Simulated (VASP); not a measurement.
# CuO (Tenorite) under changes of volume

One of the cells (10.298 Å³/atom); the others are scaled copies at fixed shape and fractional positions:

```
Cu O
1.0
     2.04309   -1.98673    0.15378
     2.04309    1.98673    0.15378
    -0.39556    0.00000    5.04426
Cu O
2 2
Cartesian
  0.8238 -0.9934 2.5990
  1.0215 0.9934 0.0769
  1.7464 0.0033 3.9370
  1.9442 -0.0033 1.4148
```

```yaml
Program: VASP 6.6.1
Functional: LDA
Potentials_or_basis: VASP PAW LDA potentials, release 64 (Cu, O)
Cutoff: 520 eV
k_mesh: 8 × 8 × 4
Occupations: fermi-dirac, width 0.05 eV
Spin: no spin polarisation
```

| volume (Å³/atom) | energy over the lowest point (meV/atom) | pressure (GPa) | largest force (eV/Å) |
| --- | --- | --- | --- |
| 9.886 | ? | ? | ? |
| 10.092 | 3.15 | 4.3 | 0.003 |
| 10.298 | 0.00 | 0.2 | 0.001 |
| 10.504 | 1.86 | -3.5 | 0.001 |
| 10.710 | 8.21 | -6.8 | 0.002 |

Problem. What does the run at 9.886 Å³/atom give?

Solution. Energy over the lowest point 11.95 meV/atom; pressure 8.9 GPa; largest force 0.005 eV/Å.

Worked out: A Birch-Murnaghan fit of order 2 (a polynomial in V^(-2/3)) to the other rows has its minimum at 10.32 Å³/atom with B0 = V·E''(V) = 192 GPa at fixed shape and positions, which overstates the stiffness. It gives 11.80 meV/atom at 9.886 Å³/atom, against the run's 11.95, and -dE/dV = 9.0 GPa, against 8.9.

Energies are extrapolated to zero smearing.

Caveats: the run has no spin polarisation, though such a crystal can be magnetic.
